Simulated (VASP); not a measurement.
A run of VASP 6.6.1:

The input INCAR:

```
PREC = Accurate ; ENCUT = 520
EDIFF = 1E-6 ; ISMEAR = 0
SIGMA = 0.02 ; LREAL = False
LASPH = True ; NELM = 80
ALGO = Fast ; ISIF = 2
LWAVE = False ; LCHARG = True
GGA = PE ; LELF = True
```

KPOINTS

```
Automatic mesh
0
Gamma
  4 4 4
```

File POSCAR:

```
SnO2
1.0
    5.1752560000      0.0000000000      0.0000000000
    0.0000000000      5.1752560000      0.0000000000
    0.0000000000      0.0000000000      5.1752560000
Sn O
4 8
Direct
    0.0000000000      0.0000000000      0.0000000000
    0.5000000000      0.0000000000      0.5000000000
    0.5000000000      0.5000000000      0.0000000000
    0.0000000000      0.5000000000      0.5000000000
    0.6610980000      0.8389020000      0.1610980000
    0.8389020000      0.1610980000      0.6610980000
    0.1610980000      0.6610980000      0.8389020000
    0.3389020000      0.3389020000      0.3389020000
    0.6610980000      0.6610980000      0.6610980000
    0.8389020000      0.3389020000      0.1610980000
    0.1610980000      0.8389020000      0.3389020000
    0.3389020000      0.1610980000      0.8389020000
```

Potentials or basis: VASP PAW PBE potentials, release 64 (Sn_d, O).

Command:

```sh
$ cat potpaw_PBE.64/Sn_d/POTCAR potpaw_PBE.64/O/POTCAR > POTCAR
$ mpirun -np 1 vasp_std > vasp.out
```

Hardware: 1 thread of Intel(R) Xeon(R) Platinum 8559C (Emerald Rapids), on a shared host.

**Question.** How long does it take, and how much memory?

**Answer.** It took 88 s on 1 thread of Intel(R) Xeon(R) Platinum 8559C (Emerald Rapids), on a shared host, peak memory 0.26 GiB. Counts: scf iterations 19, k points 11.
